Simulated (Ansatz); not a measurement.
**AlNi: relaxed-ion elastic tensor**

All numbers below come from DFT PBE, scalar-relativistic, plane waves, PAW in Ansatz 0.2.0. Cutoff 420 eV, 20×20×20 k-points (Γ-centred), Fermi-Dirac smearing of 0.15 eV. No spin polarisation.

Relaxed structure:
```
Al Ni
1.0
     2.89424    0.00000    0.00000
     0.00000    2.89424    0.00000
     0.00000    0.00000    2.89414
Al Ni
1 1
Direct
  0.00000 0.00000 0.00000
  0.50000 0.50000 0.50000
```

It was relaxed at this level from a Materials Project cell. In a metal, frequencies and elastic constants depend on the k mesh and the smearing, soft modes and shear constants most.

(1) Give the relaxed-ion elastic constants (GPa, Voigt order xx yy zz yz xz xy, on the Cartesian axes of the cell above).

(2) Is the crystal stable against homogeneous strain?

(3) And the moduli of a polycrystal (Hill averages)?

Results:

(1)
C11 = 202.8, C12 = 136.3, C13 = 136.3, C22 = 202.8, C23 = 136.3, C33 = 202.8, C44 = 117.2, C55 = 117.2, C66 = 117.2 GPa; the others vanish.

(2) Yes: the least eigenvalue of the tensor is 66.5 GPa.

(3) B = 158 GPa, G = 71 GPa, E = 185 GPa, ν = 0.31.
